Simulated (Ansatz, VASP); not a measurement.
# Cross-check of SiTc between VASP and Ansatz

One calculation is typed for both programs; each brings its own data sets. How far apart do they land? The two relaxations start from unlike cells of this crystal (the structure described is Ansatz's start), so only their ends are compared.

Calculated with Ansatz 0.2.0; plane waves, with VASP 6.6.1 beside it; relaxation of cell and atoms at LDA.

### 1. The structure

It takes space group P2_13 (No. 198, cubic). Conventional cell: a = 4.746 Å, b = 4.746 Å, c = 4.746 Å, α = 90.00°, β = 90.00°, γ = 90.00°. Nearest to Si lie 7 Tc at 2.38 to 2.67 Å. Nearest to Tc lie 7 Si at 2.38 to 2.67 Å. Farther neighbours are not listed.

As a file:

```
Si Tc
1.0
     4.74610    0.00000    0.00000
     0.00000    4.74610    0.00000
     0.00000    0.00000    4.74610
Si Tc
4 4
Direct
  0.65509 0.15509 0.34491
  0.15509 0.34491 0.65509
  0.34491 0.65509 0.15509
  0.84491 0.84491 0.84491
  0.36547 0.86547 0.63453
  0.86547 0.63453 0.36547
  0.63453 0.36547 0.86547
  0.13453 0.13453 0.13453
```

### 2. VASP: relaxation of cell and atoms, LDA

The relaxed volume is the usual yardstick between codes: in a stiff, nearly cubic crystal its relative difference is about their pressure difference at one cell divided by the bulk modulus.

Lines of VASP's logs that name or quote its potential files are left out, and so is its time.

Input file INCAR:

```
SYSTEM = SiTc
PREC = Accurate
ENCUT = 500
EDIFF = 1E-07
NELM = 120
ISMEAR = 0
SIGMA = 0.1
LREAL = .FALSE.
ALGO = Normal
GGA = CA
NBANDS = 42
LASPH = .TRUE.
LORBIT = 11
LWAVE = .FALSE.
LCHARG = .FALSE.
ISIF = 3
IBRION = 2
NSW = 80
EDIFFG = -0.005
GGA_COMPAT = .FALSE.
NELMIN = 4
KPAR = 2
```

Input file POSCAR:

```
SiTc
1.0
    4.7060710011      0.0000000000      0.0000000000
    0.0000000000      4.7060710011      0.0000000000
    0.0000000000      0.0000000000      4.7060710011
Si Tc
4 4
Direct
    0.6550850765      0.1550851819      0.3449147128
    0.1550851819      0.3449147128      0.6550850765
    0.3449147128      0.6550850765      0.1550851819
    0.8449148181      0.8449148181      0.8449148181
    0.3643951485      0.8643950432      0.6356048515
    0.8643950432      0.6356048515      0.3643951485
    0.6356048515      0.3643951485      0.8643950432
    0.1356049568      0.1356049568      0.1356049568
```

Input file KPOINTS:

```
Automatic mesh
0
Gamma
6 6 6
0 0 0
```

The projector-augmented-wave data sets are Si and Tc_pv (LDA family, release 64).

Command:

```bash
mpirun -np 2 vasp_std
```

Numbers of over 12 decimals in the logs are rounded to 6 here.

What it wrote:

```text
[banner, memory and clock lines left out]
running    2 mpi-ranks, on    1 nodes
 distrk:  each k-point on    1 cores,    2 groups
 distr:  one band on    1 cores,    1 groups

 POSCAR found type information on POSCAR SiTc
 POSCAR found :  2 types and       8 ions
 LDA part: xc-table for (Slater(with rela. corr.)+CA(PZ))
 , standard interpolation
 POSCAR, INCAR and KPOINTS ok, starting setup
 FFT: planning ... GRIDC
 FFT: planning ... GRID_SOFT
 FFT: planning ... GRID
 WAVECAR not read
 entering main loop
       N       E                     dE             d eps       ncg     rms          rms(c)
DAV:   1     0.766679393910E+03    0.76668E+03   -0.36997E+04  2024   0.154E+03
DAV:   2    -0.437952430557E+02   -0.81047E+03   -0.79499E+03  2110   0.444E+02
DAV:   3    -0.786505394221E+02   -0.34855E+02   -0.33941E+02  2620   0.943E+01
DAV:   4    -0.792731117212E+02   -0.62257E+00   -0.61893E+00  2376   0.122E+01
DAV:   5    -0.792851003968E+02   -0.11989E-01   -0.11979E-01  2476   0.170E+00    0.358E+01
DAV:   6    -0.758989703785E+02    0.33861E+01   -0.22288E+01  2300   0.251E+01    0.904E+00
DAV:   7    -0.755247386422E+02    0.37423E+00   -0.17281E+00  2280   0.664E+00    0.762E+00
DAV:   8    -0.754150273579E+02    0.10971E+00   -0.31785E-01  2258   0.296E+00    0.642E-01
DAV:   9    -0.754122997233E+02    0.27276E-02   -0.19902E-02  2422   0.609E-01    0.408E-01
DAV:  10    -0.754118385128E+02    0.46121E-03   -0.13548E-03  2292   0.247E-01    0.150E-01
DAV:  11    -0.754117923462E+02    0.46167E-04   -0.20554E-04  2236   0.625E-02    0.420E-02
DAV:  12    -0.754117914145E+02    0.93175E-06   -0.18329E-05  2400   0.257E-02    0.118E-02
DAV:  13    -0.754117911418E+02    0.27269E-06   -0.13865E-06  2308   0.852E-03    0.300E-03
DAV:  14    -0.754117911421E+02   -0.34197E-09   -0.60053E-08  1250   0.133E-03
   1 F= -.75411791E+02 E0= -.75400388E+02  d E =-.754118E+02
 curvature:   0.00 expect dE= 0.000E+00 dE for cont linesearch  0.000E+00
 trial: gam= 0.00000 g(F)=  0.842E-06 g(S)=  0.571E-04 ort = 0.000E+00 (trialstep = 0.100E+01)
 search vector abs. value=  0.580E-04
 bond charge predicted
       N       E                     dE             d eps       ncg     rms          rms(c)
DAV:   1    -0.754127298155E+02   -0.93867E-03   -0.23495E-02  2168   0.117E+00    0.310E-01
DAV:   2    -0.754118152000E+02    0.91462E-03   -0.62704E-03  2150   0.473E-01    0.691E-02
DAV:   3    -0.754117591540E+02    0.56046E-04   -0.25211E-04  2136   0.763E-02    0.257E-02
DAV:   4    -0.754117552926E+02    0.38614E-05   -0.80167E-05  2216   0.419E-02    0.117E-02
DAV:   5    -0.754117558952E+02   -0.60257E-06   -0.38785E-06  2328   0.102E-02    0.983E-03
DAV:   6    -0.754117569178E+02   -0.10227E-05   -0.10209E-06  2232   0.551E-03    0.283E-03
DAV:   7    -0.754117570029E+02   -0.85064E-07   -0.54930E-08  1124   0.127E-03
   2 F= -.75411757E+02 E0= -.75400379E+02  d E =0.341392E-04
 trial-energy change:    0.000034  1 .order    0.000033   -0.000058    0.000124
 step:   0.3100(harm=  0.3192)  dis= 0.00001  next Energy=   -75.411800 (dE=-0.895E-05)
 bond charge predicted
       N       E                     dE             d eps       ncg     rms          rms(c)
DAV:   1    -0.754122647366E+02   -0.50782E-03   -0.11196E-02  2160   0.807E-01    0.213E-01
DAV:   2    -0.754118285076E+02    0.43623E-03   -0.30061E-03  2140   0.327E-01    0.480E-02
DAV:   3    -0.754118014742E+02    0.27033E-04   -0.12201E-04  2118   0.530E-02    0.177E-02
DAV:   4    -0.754117996425E+02    0.18317E-05   -0.38193E-05  2220   0.288E-02    0.796E-03
DAV:   5    -0.754117999266E+02   -0.28410E-06   -0.18706E-06  2328   0.713E-03    0.676E-03
DAV:   6    -0.754118004143E+02   -0.48773E-06   -0.48342E-07  1946   0.380E-03    0.194E-03
DAV:   7    -0.754118004535E+02   -0.39146E-07   -0.27937E-08  1068   0.942E-04
   3 F= -.75411800E+02 E0= -.75400405E+02  d E =-.931133E-05
 curvature:  -0.16 expect dE=-0.664E-07 dE for cont linesearch -0.106E-07
 trial: gam=-0.02667 g(F)=  0.355E-06 g(S)=  0.612E-07 ort = 0.196E-05 (trialstep = 0.862E+00)
 search vector abs. value=  0.353E-06
 reached required accuracy - stopping structural energy minimisation
```

From OUTCAR (step 2):

```text
ion  position               nearest neighbor table
   1  0.655  0.155  0.345-   5 2.37   7 2.47   6 2.47   8 2.47   8 2.64   7 2.64   6 2.64   2 2.91
                             3 2.91   4 2.91   2 2.91   3 2.91   4 2.91
   2  0.155  0.345  0.655-   6 2.37   5 2.47   7 2.47   8 2.47   8 2.64   5 2.64   7 2.64   1 2.91
                             3 2.91   4 2.91   1 2.91   3 2.91   4 2.91
   3  0.345  0.655  0.155-   7 2.37   6 2.47   5 2.47   8 2.47   8 2.64   6 2.64   5 2.64   1 2.91
                             2 2.91   4 2.91   1 2.91   2 2.91   4 2.91
   4  0.845  0.845  0.845-   8 2.37   6 2.47   7 2.47   5 2.47   7 2.64   6 2.64   5 2.64   2 2.91
                             3 2.91   1 2.91   1 2.91   2 2.91   3 2.91
   5  0.364  0.864  0.636-   1 2.37   2 2.47   4 2.47   3 2.47   2 2.64   4 2.64   3 2.64   6 2.89
                             7 2.89   8 2.89   7 2.89   6 2.89   8 2.89
   6  0.864  0.636  0.364-   2 2.37   3 2.47   4 2.47   1 2.47   3 2.64   4 2.64   1 2.64   5 2.89
                             7 2.89   8 2.89   7 2.89   5 2.89   8 2.89
   7  0.636  0.364  0.864-   3 2.37   1 2.47   4 2.47   2 2.47   1 2.64   4 2.64   2 2.64   5 2.89
                             6 2.89   8 2.89   6 2.89   5 2.89   8 2.89
   8  0.136  0.136  0.136-   4 2.37   2 2.47   3 2.47   1 2.47   3 2.64   2 2.64   1 2.64   5 2.89
                             6 2.89   7 2.89   6 2.89   7 2.89   5 2.89

  LATTYP: Found a simple cubic cell.
 ALAT       =     4.7060710011

 Subroutine GETGRP returns: Found 12 space group operations
 (whereof  3 operations were pure point group operations)

The static configuration has the point symmetry C_3 .
 The point group associated with its full space group is T   .

 Found     24 irreducible k-points:

   k-points           NKPTS =     24   k-points in BZ     NKDIM =     24   number of bands    NBANDS=     42

   dimension x,y,z NGX =    36 NGY =   36 NGZ =   36
   dimension x,y,z NGXF=    72 NGYF=   72 NGZF=   72

   ENCUT  =  500.0 eV  36.75 Ry    6.06 a.u.   8.58  8.58  8.58*2*pi/ulx,y,z

   NELECT =      68.0000    total number of electrons

 k-points in reciprocal lattice and weights: Automatic mesh
   0.00000000  0.00000000  0.00000000       0.005
   0.16666667  0.00000000  0.00000000       0.028
   0.33333333  0.00000000  0.00000000       0.028
   0.50000000  0.00000000  0.00000000       0.014
   0.16666667  0.16666667  0.00000000       0.056
   0.33333333  0.16666667  0.00000000       0.056
  -0.16666667  0.33333333  0.00000000       0.056
   0.50000000  0.16666667  0.00000000       0.028
  -0.16666667  0.50000000  0.00000000       0.028
[...]
0.50000000  0.50000000  0.33333333       0.028
   0.50000000  0.50000000  0.50000000       0.005

 average (electrostatic) potential at core
       1 -78.3132       2 -78.3131       3 -78.3132       4 -78.3131       5 -67.1335
       6 -67.1335       7 -67.1335       8 -67.1335

 E-fermi :  12.5320

 k-point     1 :       0.0000    0.0000    0.0000
  band No.  band energies     occupation
    ...
     27       9.4682      2.00000
     28       9.4682      2.00000
     29      10.6904      2.00000
     30      10.6904      2.00000
     31      10.6904      2.00000
     32      12.9696      0.00000
     33      12.9696      0.00000
     34      12.9696      0.00000
     35      13.2491      0.00000
     36      13.2491      0.00000
    ...

 k-point     2 :       0.1667    0.0000    0.0000
  band No.  band energies     occupation
    ...
     28       9.5932      2.00000
     29      10.4306      2.00000
     30      10.7499      2.00000
     31      11.0264      2.00000
     32      12.4560      1.71781
     33      12.6382      0.13322
     34      13.1233      0.00000
     35      13.2454      0.00000
     36      13.3941      0.00000
     37      14.3062      0.00000
    ...

 k-point     3 :       0.3333    0.0000    0.0000
  band No.  band energies     occupation
    ...
     29      10.5015      2.00000
     30      10.6470      2.00000
     31      11.0453      2.00000
     32      11.6749      2.00000
     33      12.4935      1.41434
     34      12.8397      0.00001
     35      13.2743      0.00000
     36      13.4011      0.00000
     37      13.9524      0.00000
     38      14.1632      0.00000
    ...

  Total       -0.0018386     -0.0018386     -0.0018386     -0.0000000     -0.0000000      0.0000000
  in kB       -0.0282729     -0.0282729     -0.0282729     -0.0000000     -0.0000000      0.0000000
  external PRESSURE =      -0.0282729 kB  Pullay stress =       0.0000000 kB

  energy-cutoff  :      500.00
  volume of cell :      104.19
      direct lattice vectors                 reciprocal lattice vectors
     4.705576571 -0.000000000  0.000000000     0.212513809 -0.000000000 -0.000000000
     0.000000000  4.705576571 -0.000000000     0.000000000  0.212513809  0.000000000
     0.000000000 -0.000000000  4.705576571     0.000000000  0.000000000  0.212513809

 POSITION                                       TOTAL-FORCE (eV/Angst)
 -----------------------------------------------------------------------------------
      3.08254      0.72975      1.62303        -0.000699     -0.000699      0.000699
      0.72975      1.62303      3.08254        -0.000699      0.000699     -0.000699
      1.62303      3.08254      0.72975         0.000699     -0.000699     -0.000699
      3.97582      3.97582      3.97582         0.000699      0.000699      0.000699
      1.71470      4.06749      2.99087        -0.000354     -0.000354      0.000354
      4.06749      2.99087      1.71470        -0.000354      0.000354     -0.000354
      2.99087      1.71470      4.06749         0.000354     -0.000354     -0.000354
      0.63809      0.63809      0.63809         0.000354      0.000354      0.000354
 -----------------------------------------------------------------------------------
    total drift:                               -0.001002     -0.000956     -0.000432

  FREE ENERGIE OF THE ION-ELECTRON SYSTEM (eV)
  ---------------------------------------------------
  free  energy   TOTEN  =       -75.4118004535 eV

  energy  without entropy=      -75.3890089701  energy(sigma->0) =      -75.40040471

 reached required accuracy - stopping structural energy minimisation

 total charge
# of ion       s       p       d       tot
------------------------------------------
    1        0.749   0.915   0.000   1.665
    2        0.749   0.915   0.000   1.665
    3        0.749   0.915   0.000   1.665
    4        0.749   0.915   0.000   1.665
    5        0.410   6.535   5.372  12.317
    6        0.410   6.535   5.372  12.317
    7        0.410   6.535   5.372  12.317
    8        0.410   6.535   5.372  12.317
--------------------------------------------------
tot          4.637  29.803  21.487  55.928

[... 3 further parts left out ...]
```

(Continued in part 2 of 2.)

[Lines on the potential files, build, host, timing and source positions are cut from VASP's logs without a mark.]

[Logs are printed without paths, hosts, clocks, repeated set-up lines and the standing remarks that a program may print on its own settings, such as how far it seeks lower states.]

[Hosts, paths, dates, database ids (printed as entryN), source tags and the programs' standing remarks are cut or masked in the printed files.]
